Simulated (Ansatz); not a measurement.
The system is MnAs.

```xyz
4
Lattice="3.7100 0.0000 0.0000 -1.8550 3.2130 0.0000 0.0000 0.0000 5.6910" Properties=species:S:1:pos:R:3 pbc="T T T"
As    1.8550    1.0710    4.2683
As    0.0000    2.1420    1.4227
Mn    0.0000    0.0000    2.8455
Mn    0.0000    0.0000    0.0000
```

Base run:

* Program: Ansatz 0.2.0
* Functional: BLYP
* Potentials or basis: Ansatz PAW
* Cutoff: 420 eV (not typed: the program's choice for these potentials)
* k mesh: 8 × 8 × 5
* Occupations: fermi-dirac, width 0.05 eV
* Spin: collinear spin, ferromagnetic start
* Starting moments: [0.0, 0.0, 4.0, 4.0] μB

Its results: band gap on the k mesh none (metal or under the smearing width); pressure 1.6 GPa; net moment 6.06 μB per cell; site moments As -0.11; Mn +3.05 μB.

**Question.** The run is repeated on the same cell with these changes: functional from BLYP to revPBE. What comes out?

**Answer.** Band gap on the k mesh none (metal or under the smearing width); pressure -0.9 GPa; net moment 6.36 μB per cell; site moments As -0.13; Mn +3.20 μB.

Caveats: only a ferromagnetic start was run, and an antiferromagnetic order may lie lower in energy; the PAW data sets come from PBE, with cores solved anew for the run's functional, which leaves a small shift of forces and pressure.
